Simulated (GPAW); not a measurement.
# Ag (Fm-3m) in GPAW: a series of runs, part 2 of 2

GPAW 26.7.0. The steps go on from the part before.

## 4. Equation of state, r2SCAN+D4

run.py reads:

```python
from ase.calculators.mixing import SumCalculator
from ase.eos import EquationOfState
from ase.io import Trajectory
from ase.spacegroup import crystal
from ase.units import GPa
from dftd4.ase import DFTD4
from gpaw import GPAW, PW

# Ag 4a
atoms = crystal(['Ag'],
                basis=[[0.0, 0.0, 0.0]],
                spacegroup=225, setting=1,  # Fm-3m
                cellpar=[4.0855, 4.0855, 4.0855, 90.0, 90.0, 90.0],
                primitive_cell=True)

traj = Trajectory('eos.traj', 'w')
volumes, energies = [], []
for x in [0.94, 0.96, 0.98, 1.0, 1.02, 1.04, 1.06]:
    a = atoms.copy()
    a.set_cell(atoms.cell * x**(1 / 3), scale_atoms=True)
    calc = GPAW(mode=PW(600),
                xc='MGGA_X_R2SCAN+MGGA_C_R2SCAN',
                kpts={'size': (11, 11, 11), 'gamma': True},
                occupations={'name': 'fermi-dirac', 'width': 0.05},
                nbands=18,
                convergence={'density': 1e-05, 'energy': 1e-05},
                maxiter=150,
                txt=f'eos-{x:.2f}.txt')
    a.calc = SumCalculator([calc, DFTD4(method='r2scan')])
    energies.append(a.get_potential_energy())
    volumes.append(a.get_volume())
    p = -a.get_stress()[:3].mean() / GPa
    calc.write(f'eos-{x:.2f}.gpw')
    traj.write(a)
    print(f'{x:.2f} {volumes[-1]:10.4f} A^3 {energies[-1]:14.6f} eV {p:9.3f} GPa', flush=True)

v0, e0, B = EquationOfState(volumes, energies, eos='birchmurnaghan').fit()
print(f'V0 = {v0:.4f} A^3, E0 = {e0:.6f} eV, B0 = {B / GPa:.2f} GPa')
```

Potentials or basis: GPAW PAW data sets (gpaw-data 1.2.1), pw.

Command:

```bash
$ OMP_NUM_THREADS=1 python run.py
```

The log of the run:

```text
__  _  _
 | _ |_)|_||  |
 |__||  | ||/\| - 26.7.0

Input parameters:
  mode=PW(ecut=600.0),
  convergence={'density': 1e-05, 'energy': 1e-05},
  kpts=MonkhorstPack(size=(11, 11, 11), gamma=True),
  maxiter=150,
  nbands=18,
  occupations=Occupations(name='fermi-dirac', width=0.05),
  xc=XC(name='MGGA_X_R2SCAN+MGGA_C_R2SCAN')

Diagonalizing LCAO Hamiltonian
Converting LCAO to pw mode

       Ag

Atoms  # Å, Bohr magnetons
|   | symbol |        x |        y |        z |    initial magnetic moments |
|---|--------|----------|----------|----------|-----------------------------|
| 0 |     Ag | 0.000000 | 0.000000 | 0.000000 | ( 0.0000,  0.0000,  0.0000) |

Unit cell  # Å
| periodic |        x |        y |        z |  lengths |    angles |
|----------|----------|----------|----------|----------|-----------|
|      yes | 0.000000 | 2.001050 | 2.001050 | 2.829911 | 60.000000 |
|      yes | 2.001050 | 0.000000 | 2.001050 | 2.829911 | 60.000000 |
|      yes | 2.001050 | 2.001050 | 0.000000 | 2.829911 | 60.000000 |

Number of symmetries: 48
Symmetry operations  # r_c * U_cc + t_c -> r_c
|    | kind |            matrix            |
|----|------|------------------------------|
|  0 |  σ   |  1, 0, 0,  1, 0,-1,  1,-1, 0 |
|  1 |  C2  |  1, 0, 0,  1,-1, 0,  1, 0,-1 |
|  2 |  E   |  1, 0, 0,  0, 1, 0,  0, 0, 1 |
|  3 |  σ   |  1, 0, 0,  0, 0, 1,  0, 1, 0 |
|  4 |  C4  |  1, 0,-1,  1, 0, 0,  1,-1, 0 |
|  5 |  S6  |  1, 0,-1,  1,-1, 0,  1, 0, 0 |
|  6 |  σ   |  1, 0,-1,  0, 1,-1,  0, 0,-1 |
|  7 |  C3  |  1, 0,-1,  0, 0,-1,  0, 1,-1 |
|  8 |  S6  |  1,-1, 0,  1, 0, 0,  1, 0,-1 |
|  9 |  C4  |  1,-1, 0,  1, 0,-1,  1, 0, 0 |
| 10 |  C3  |  1,-1, 0,  0,-1, 1,  0,-1, 0 |
| 11 |  σ   |  1,-1, 0,  0,-1, 0,  0,-1, 1 |
| 12 |  σ   |  0, 1, 0,  1, 0, 0,  0, 0, 1 |
| 13 |  C4  |  0, 1, 0,  0, 1,-1, -1, 1, 0 |
| 14 |  C3  |  0, 1, 0,  0, 0, 1,  1, 0, 0 |
| 15 |  S6  |  0, 1, 0, -1, 1, 0,  0, 1,-1 |
| 16 |  C2  |  0, 1,-1,  1, 0,-1,  0, 0,-1 |
| 17 |  σ   |  0, 1,-1,  0, 1, 0, -1, 1, 0 |
| 18 |  S4  |  0, 1,-1,  0, 0,-1,  1, 0,-1 |
| 19 |  C4  |  0, 1,-1, -1, 1, 0,  0, 1, 0 |
| 20 |  C3  |  0, 0, 1,  1, 0, 0,  0, 1, 0 |
| 21 |  σ   |  0, 0, 1,  0, 1, 0,  1, 0, 0 |
| 22 |  S6  |  0, 0, 1,  0,-1, 1, -1, 0, 1 |
| 23 |  C4  |  0, 0, 1, -1, 0, 1,  0,-1, 1 |
| 24 |  S4  |  0, 0,-1,  1, 0,-1,  0, 1,-1 |
| 25 |  C3  |  0, 0,-1,  0, 1,-1,  1, 0,-1 |
| 26 |  C2  |  0, 0,-1,  0,-1, 0, -1, 0, 0 |
| 27 |  S6  |  0, 0,-1, -1, 0, 0,  0,-1, 0 |
| 28 |  S4  |  0,-1, 1,  1,-1, 0,  0,-1, 0 |
| 29 |  C4  |  0,-1, 1,  0, 0, 1, -1, 0, 1 |
| 30 |  C2  |  0,-1, 1,  0,-1, 0,  1,-1, 0 |
| 31 |  σ   |  0,-1, 1, -1, 0, 1,  0, 0, 1 |
| 32 |  C3  |  0,-1, 0,  1,-1, 0,  0,-1, 1 |
| 33 |  S6  |  0,-1, 0,  0, 0,-1, -1, 0, 0 |
| 34 |  S4  |  0,-1, 0,  0,-1, 1,  1,-1, 0 |
| 35 |  C2  |  0,-1, 0, -1, 0, 0,  0, 0,-1 |
| 36 |  C2  | -1, 1, 0,  0, 1, 0,  0, 1,-1 |
| 37 |  S6  | -1, 1, 0,  0, 1,-1,  0, 1, 0 |
| 38 |  S4  | -1, 1, 0, -1, 0, 1, -1, 0, 0 |
| 39 |  C3  | -1, 1, 0, -1, 0, 0, -1, 0, 1 |
| 40 |  S6  | -1, 0, 1,  0, 0, 1,  0,-1, 1 |
| 41 |  C2  | -1, 0, 1,  0,-1, 1,  0, 0, 1 |
| 42 |  C3  | -1, 0, 1, -1, 1, 0, -1, 0, 0 |
| 43 |  S4  | -1, 0, 1, -1, 0, 0, -1, 1, 0 |
| 44 |  C2  | -1, 0, 0,  0, 0,-1,  0,-1, 0 |
| 45 |  i   | -1, 0, 0,  0,-1, 0,  0, 0,-1 |
| 46 |  σ   | -1, 0, 0, -1, 1, 0, -1, 0, 1 |
| 47 |  C2  | -1, 0, 0, -1, 0, 1, -1, 1, 0 |

BZ-sampling:
  Number of BZ points: 1331
  Number of IBZ points: 56

  Monkhorst-Pack size: [11, 11, 11]
  Monkhorst-Pack shift: [0, 0, 0]

K-points  # in reciprocal-cell coordinates
|     |                                coordinates |     weight |
|-----|--------------------------------------------|------------|
|   0 | (  0.00000000,   0.00000000,   0.00000000) | 0.00075131 |
|   1 | (  0.09090909,   0.09090909,   0.00000000) | 0.00450789 |
|   2 | (  0.09090909,   0.09090909,   0.09090909) | 0.00601052 |
|   3 | (  0.18181818,   0.09090909,   0.09090909) | 0.00901578 |
|   4 | (  0.18181818,   0.18181818,   0.00000000) | 0.00450789 |
|   5 | (  0.18181818,   0.18181818,   0.09090909) | 0.01803156 |
|   6 | (  0.18181818,   0.18181818,   0.18181818) | 0.00601052 |
|   7 | (  0.27272727,   0.18181818,   0.09090909) | 0.01803156 |
|   8 | (  0.27272727,   0.18181818,   0.18181818) | 0.01803156 |
|   9 | (  0.27272727,   0.27272727,   0.00000000) | 0.00450789 |
| ... |                                            |            |
|  55 | (  0.45454545,   0.45454545,   0.45454545) | 0.00601052 |

Plane wave coefficients: 543
Cutoff: 600.0 eV

Spin-components: 1 (collinear spins)
Bands:           18
Projectors:      6
Spin-degeneracy: 2
Datatype:        complex128

Parallelization:
  kpt:    1
  domain: 1
  band:   1

Density:
  Valence electrons: 17.0
  Components: 1
  Grid points: [16 16 16]
  Charge: 0.0  # |e|

Potential:
  Grid points: [16 16 16]

species:
  Ag:
    name:    Silver
    Z:       47.0
    valence: 17
    core:    30
    charge:  0.0  # [|e|]
    compensation charges:
      type: gauss
      rc: 0.40  # [Å]
      lmax: 2
    cutoffs:
      filter: 2.35  # [Å]
      core: 2.19  # [Å]
    projectors
    | kind |    occ | energy [eV] | rcut [Å] |
    |------|--------|-------------|----------|
    |   5s |  1.000 |      -4.401 |    1.286 |
    |   4p |  6.000 |     -58.577 |    1.328 |
    |   5p |  0.000 |      -0.738 |    1.328 |
    |   4d | 10.000 |      -7.446 |    1.180 |
    |    s |        |      22.811 |    1.286 |
    |    d |        |      19.766 |    1.180 |

    Using partial waves for Ag as LCAO basis

Reference energy: -144597.826354  # eV

eigensolver:
  PPCG
  Converge bands: occupied
  niter=2

density mixing:
  MSR1-Mixer
  Pratt-step length: 0.05
  Maximum mixing coefficient: 0.75
  Old densities: 10
  SVD Regularization: 0.005
  Good broyden scale: 1.0
  Trust region scale: 1.0
  Backstep threshold: 4.0
  History deletion threshold: 6.0
  Fourier metric: weight=20.0, sigma=0.015

occupation numbers:
  Fermi-Dirac:
    width: 0.0500  # eV

poisson solver:
  ecut: 4800.0  # eV

xc functional:
  name: MGGA_X_R2SCAN+MGGA_C_R2SCAN with 2 nearest neighbor stencil

convergence criteria:
- Maximum integral of absolute [dens]ity change: 1e-05 electrons / valence electron
- Maximum [total energy] change in last 3 cyles: 1e-05 eV / valence electron
- Maximum integral of absolute [eigenst]ate change: 4e-08 eV^2 / valence electron
maximum number of iterations: 150

SCF iterations
|iter     | |      energy | eigst |  dens |
|---------|-|-------------|-------|-------|
|iter:   1| |  -20.703049 | -0.38 |       |
|iter:   2| |  -16.461333 | -1.76 | -1.29 |
|iter:   3| |  -16.429009 | -3.99 | -1.49 |
|iter:   4| |  -16.397806 | -3.96 | -1.61 |
|iter:   5| |  -16.398325 | -3.78 | -1.88 |
|iter:   6| |  -16.403400 | -3.84 | -2.36 |
|iter:   7| |  -16.402130 | -4.45 | -2.48 |
|iter:   8| |  -16.401948 | -5.99 | -2.84 |
|iter:   9| |  -16.401958 | -6.92 | -3.63 |
|iter:  10| |  -16.401959c| -7.60c| -4.04 |
|iter:  11| |  -16.401959c| -7.53c| -4.82 |
|iter:  12| |  -16.401959c| -8.60c| -5.84c|

Converged in 12 steps
Energy contributions relative to reference atoms: (reference = -144597.826354)

Energy contributions:
  Kinetic:           7.251985
  Coulomb:          -7.130270
  Zero:              0.148261
  External:          0.000000
  Xc:              -16.670981
  Entropy:          -0.001909
  Spinorbit:         0.000000
  ----------------------------
  Free energy:     -16.402914
  Extrapolated:    -16.401959

dipole moment: (-12.468410, -12.468410, -12.468410)  # |e|*Ang

Fermi level: 9.387
Eigenvalues  # (at kpt = [0.000, 0.000, 0.000])
| band index |      eig [eV] | occ [0-2] |
|------------|---------------|-----------|
|          0 |       -48.217 |     2.000 |
|          1 |       -48.217 |     2.000 |
|          2 |       -48.217 |     2.000 |
|          3 |         0.680 |     2.000 |
|          4 |         3.749 |     2.000 |
|          5 |         3.749 |     2.000 |
[... 10 lines left out ...]
|         16 |        36.412 |     0.000 |
|         17 |        42.359 |     0.000 |

No gap
No difference between direct/indirect transitions

Stress tensor  # eV/Ang^3
|         x |         y |         z |
|-----------|-----------|-----------|
| -0.062408 |  0.000000 |  0.000000 |
|  0.000000 | -0.062408 |  0.000000 |
|  0.000000 |  0.000000 | -0.062408 |

# Writing to eos-0.94.gpw (mode='')
```

Run time: 5 min. Hardware: 1 thread of Intel Xeon Platinum 8488C (Sapphire Rapids), shared host; peak memory 0.65 GiB.

Results:

```
Equilibrium volume : 17.06 Å³/atom (rough: see the caveat)
Bulk modulus       : 110 GPa (rough)
```

Energy against volume, from the lowest point:
| volume (Å³/atom) | energy (meV/atom) |
| --- | --- |
| 16.025 | 25.26 |
| 16.366 | 10.63 |
| 16.707 | 2.62 |
| 17.048 | 0.00 |
| 17.389 | 2.01 |
| 17.730 | 8.08 |
| 18.071 | 17.62 |

Caveat: the points scatter about the fit; the PAW data sets were made with another functional, which shifts forces and pressure a little.

## 5. Band structure, OLYP, spin-orbit coupling, no magnetisation

run.py reads:

```python
import numpy as np
from ase.dft.bandgap import bandgap
from ase.io import read, write
from ase.units import GPa
from gpaw import GPAW, PW, setup_paths
from gpaw.spinorbit import soc_eigenstates

setup_paths.insert(0, '.')

atoms = read('Ag.xyz')

calc = GPAW(mode=PW(600),
            xc='GGA_X_OPTX+GGA_C_LYP',
            kpts={'size': (11, 11, 11), 'gamma': True},
            occupations={'name': 'fermi-dirac', 'width': 0.05},
            nbands=18,
            convergence={'density': 1e-05, 'energy': 1e-05},
            eigensolver='davidson',
            maxiter=150,
            txt='gpaw.txt')
atoms.calc = calc
energy = atoms.get_potential_energy()
forces = atoms.get_forces()
stress = atoms.get_stress()
calc.write('gs.gpw')
write('result.traj', atoms)
print(f'Energy: {energy:.6f} eV')
print('Forces (eV/A):')
print(forces.round(4))
print('Stress (GPa):', (stress / GPa).round(3))
print('Fermi level:', round(calc.get_fermi_level(), 4), 'eV')
print(f'Gap: {bandgap(calc)[0]:.4f} eV, direct: {bandgap(calc, direct=True)[0]:.4f} eV')

path = atoms.cell.bandpath('GXWKGLUWLK,UX', npoints=60, eps=1e-4)
bs_calc = calc.fixed_density(kpts=path, symmetry='off', nbands=26,
                             convergence={'bands': 'CBM+6.0', 'eigenstates': 1e-6}, txt='bands.txt')
bs = bs_calc.band_structure()
bs.write('bs.json')
print(f'Gap on the path: {bandgap(bs_calc)[0]:.4f} eV')

soc = soc_eigenstates(bs_calc, theta=0, phi=0)
np.savetxt('soc_bands.dat', soc.eigenvalues(), fmt='%.4f')
mesh = soc_eigenstates('gs.gpw', theta=0, phi=0)
np.savetxt('soc_mesh.dat', mesh.eigenvalues(), fmt='%.4f')
print('Fermi level with spin-orbit coupling:', round(mesh.fermi_level, 4), 'eV')
```

Ag.xyz reads:

```xyz
1
Lattice="0.0000000000 2.0427500000 2.0427500000 2.0427500000 0.0000000000 2.0427500000 2.0427500000 2.0427500000 0.0000000000" Properties=species:S:1:pos:R:3 pbc="T T T"
Ag     0.0000000000      0.0000000000      0.0000000000
```

Potentials or basis: PAW data sets generated in the run's folder for this functional, pw.

Command:

```bash
$ gpaw-setup -f GGA_X_OPTX+GGA_C_LYP Ag
$ OMP_NUM_THREADS=1 python run.py
```

It took 21 s on 1 thread of Intel Xeon Platinum 8488C (Sapphire Rapids), shared host; peak memory 0.24 GiB.

The run converged. Its results:

```yaml
Free_energy: -1.8352 eV
Pressure: 6.4 GPa
Band_gap_along_the_path: none (metal or under the smearing width)
```

Levels at the corners of the path, in eV from the Fermi level:
```tsv
point	band 13	band 14	band 15	band 16	band 17	band 18	band 19	band 20
Γ	-4.99	-4.99	-4.13	-4.13	-4.13	-4.13	16.00	16.00
X	-3.33	-3.33	-2.99	-2.99	1.39	1.39	6.50	6.50
W	-4.14	-4.14	-3.18	-3.18	5.56	5.56	5.89	5.89
K	-3.98	-3.98	-3.43	-3.43	4.04	4.04	5.06	5.06
Γ	-4.99	-4.99	-4.13	-4.13	-4.13	-4.13	16.00	16.00
L	-3.51	-3.51	-3.28	-3.28	-0.63	-0.63	3.36	3.36
U	-3.98	-3.98	-3.43	-3.43	4.04	4.04	5.06	5.06
W	-4.14	-4.14	-3.18	-3.18	5.56	5.56	5.89	5.89
L	-3.51	-3.51	-3.28	-3.28	-0.63	-0.63	3.36	3.36
K	-3.98	-3.98	-3.43	-3.43	4.04	4.04	5.06	5.06
U	-3.98	-3.98	-3.43	-3.43	4.04	4.04	5.06	5.06
X	-3.33	-3.33	-2.99	-2.99	1.39	1.39	6.50	6.50
```

Caveat: spin-orbit coupling was added after a scalar SCF, so levels and gaps hold it while energy, forces, pressure and moments don't; this program's spin-orbit splittings come out too wide for heavy elements.

## 6. Equation of state, PBE+D3(BJ)

run.py reads:

```python
from ase.calculators.mixing import SumCalculator
from ase.eos import EquationOfState
from ase.io import Trajectory
from ase.spacegroup import crystal
from ase.units import GPa
from dftd3.ase import DFTD3
from gpaw import GPAW, PW

# Ag 4a
atoms = crystal(['Ag'],
                basis=[[0.0, 0.0, 0.0]],
                spacegroup=225, setting=1,  # Fm-3m
                cellpar=[4.0855, 4.0855, 4.0855, 90.0, 90.0, 90.0],
                primitive_cell=True)

traj = Trajectory('eos.traj', 'w')
volumes, energies = [], []
for x in [0.94, 0.96, 0.98, 1.0, 1.02, 1.04, 1.06]:
    a = atoms.copy()
    a.set_cell(atoms.cell * x**(1 / 3), scale_atoms=True)
    calc = GPAW(mode=PW(600),
                xc='PBE',
                kpts={'size': (11, 11, 11), 'gamma': True},
                occupations={'name': 'fermi-dirac', 'width': 0.05},
                nbands=18,
                convergence={'density': 1e-05, 'energy': 1e-05},
                maxiter=150,
                txt=f'eos-{x:.2f}.txt')
    a.calc = SumCalculator([calc, DFTD3(method='pbe', damping='d3bj')])
    energies.append(a.get_potential_energy())
    volumes.append(a.get_volume())
    p = -a.get_stress()[:3].mean() / GPa
    calc.write(f'eos-{x:.2f}.gpw')
    traj.write(a)
    print(f'{x:.2f} {volumes[-1]:10.4f} A^3 {energies[-1]:14.6f} eV {p:9.3f} GPa', flush=True)

v0, e0, B = EquationOfState(volumes, energies, eos='birchmurnaghan').fit()
print(f'V0 = {v0:.4f} A^3, E0 = {e0:.6f} eV, B0 = {B / GPa:.2f} GPa')
```

Potentials or basis: GPAW PAW data sets (gpaw-data 1.2.1), pw.

Command:

```bash
$ OMP_NUM_THREADS=1 python run.py
```

Run time: 69 s. Hardware: 1 thread of Intel Xeon Platinum 8488C (Sapphire Rapids), shared host; peak memory 0.19 GiB.

Results (log left out):

```yaml
Equilibrium_volume: 16.83 Å³/atom
Bulk_modulus: 112 GPa
Pressure_derivative_of_the_bulk_modulus: 6.1
```

Energy against volume, from the lowest point:
| volume (Å³/atom) | energy (meV/atom) |
| --- | --- |
| 16.025 | 14.83 |
| 16.366 | 4.48 |
| 16.707 | 0.00 |
| 17.048 | 0.62 |
| 17.389 | 5.65 |
| 17.730 | 14.51 |
| 18.071 | 26.66 |

## 7. Summary

```csv
task,level,potentials or basis,spin,older calculator (legacy_gpaw),eigensolver,band path,band points,spin axis theta (degrees),V0 of scaled cells (Å³/atom),B0 (GPa)
equation of state,optB88-vdW,"GPAW PAW data sets (gpaw-data 1.2.1), pw",off,yes,-,-,-,-,-,-
equation of state,WC,"PAW data sets generated in the run's folder for this functional, pw",off,-,-,-,-,-,16.71,119
equation of state,r2SCAN+D4,"GPAW PAW data sets (gpaw-data 1.2.1), pw",off,-,-,-,-,-,-,-
band structure,OLYP,"PAW data sets generated in the run's folder for this functional, pw","SOC, no magnetisation",-,davidson,"GXWKGLUWLK,UX",60,0,-,-
equation of state,PBE+D3(BJ),"GPAW PAW data sets (gpaw-data 1.2.1), pw",off,-,-,-,-,-,16.83,112
```

Alike in all rows: cell as given; k mesh 11 × 11 × 11; cutoff (eV) 600; smearing fermi-dirac 0.05 eV.

Caveats: the PAW data sets were made with another functional, which shifts forces and pressure a little (some runs); the fit is doubtful: noisy points or a state that changes with volume (some runs); the minimum lies outside the volumes run (some runs); the points scatter about the fit (some runs); spin-orbit coupling was added after a scalar SCF, so levels and gaps hold it while energy, forces, pressure and moments don't (some runs); this program's spin-orbit splittings come out too wide for heavy elements (some runs).

Total energies depend on the potentials used, so only differences within one code and one set of settings carry meaning.
